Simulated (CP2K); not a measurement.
Sn:

```
CELL_PARAMETERS angstrom
3.31562 0.00000 0.00000
-1.65191 2.87481 0.00000
-0.83186 -1.43741 2.86971
ATOMIC_POSITIONS crystal
Sn 0.00000 0.00000 0.00000
```

This isn't the form of Sn at room conditions, which is tetragonal (white tin).

Base run:

| Property | Result |
| --- | --- |
| Program | CP2K 2026.2 |
| Functional | PBEsol |
| Potentials or basis | POTENTIAL_UZH Sn GTH-PBE-q4; TZVP-MOLOPT-PBE-GTH basis |
| Density cutoff | 9184 eV |
| k mesh | 10 × 10 × 10 |
| Occupations | fermi-dirac, width 0.05 eV |
| Spin | no spin polarisation |

Its results: band gap on the k mesh none (metal or under the smearing width); pressure 1.2 GPa.

Problem. After a change of settings the same cell gave: band gap on the k mesh none (metal or under the smearing width); pressure -9.5 GPa. Which change was it?
A. functional from PBEsol to BEEF-vdW
B. functional from PBEsol to TPSS
C. functional from PBEsol to HLE16
D. functional from PBEsol to PBE

Solution. C.

Caveats: the potentials were made for another functional, which shifts forces and pressure; the basis of atomic orbitals isn't converged, which shifts pressures, moduli and gaps; the potentials were made for a functional far from this one (some runs).
